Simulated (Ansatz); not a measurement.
Crystal: C.

```
C
1.0
     2.52210    0.00000    0.00000
    -1.26105    2.18420    0.00000
     0.00000    0.00000    8.23710
C
8
Cartesian
  1.2611 0.7281 6.9501
  0.0000 1.4561 2.8315
  1.2611 0.7281 5.4056
  0.0000 1.4561 1.2870
  0.0000 0.0000 7.4649
  0.0000 0.0000 3.3463
  0.0000 0.0000 4.8908
  0.0000 0.0000 0.7722
```

This is a hexagonal form of diamond, not graphite.

```yaml
Program: Ansatz 0.2.0
Task: relaxation of cell and atoms
Functional: RPBE
Potentials_or_basis: Ansatz PAW
Cutoff: "420 eV (not typed: the program's choice for these potentials)"
k_mesh: 12 × 12 × 4
Occupations: fermi-dirac, width 0.05 eV
Spin: no spin polarisation
```

At the start: volume 5.67 Å³/atom.

**Question.** How do energy, volume and symmetry change on relaxing?

**Answer.** It ends after 8 steps and the volume is 5.78 Å³/atom (+1.9 %); space group P6_3/mmc (No. 194, to 0.05 Å).

The path:
```tsv
step	energy change (eV)	largest force (eV/Å)	volume (Å³)
1	0.0000	0.3271	45.38
2	-0.0290	0.3547	45.90
3	-0.0352	0.1404	46.16
4	-0.0357	0.0207	46.23
5	-0.0357	0.0005	46.23
6	-0.0410	0.0024	46.23
7	-0.0409	0.0001	46.25
8	-0.0410	0.0001	46.25
```

Final structure:
```xyz
8
Lattice="2.5301 0.0000 0.0000 -1.2651 2.1911 0.0000 0.0000 0.0000 8.3430" Properties=species:S:1:pos:R:3 pbc="T T T"
C     1.2651    0.7304    7.0455
C     0.0000    1.4608    2.8740
C     1.2651    0.7304    5.4691
C     0.0000    1.4608    1.2975
C     0.0000    0.0000    7.5673
C     0.0000    0.0000    3.3958
C     0.0000    0.0000    4.9473
C     0.0000    0.0000    0.7758
```

Caveat: the plane-wave basis is chosen anew once the cell has moved, so the energies of steps on either side of that aren't comparable; the pressure holds a Pulay correction of +0.9 GPa for the finite cutoff; the PAW data sets come from PBE, with cores solved anew for the run's functional, which leaves a small shift of forces and pressure.
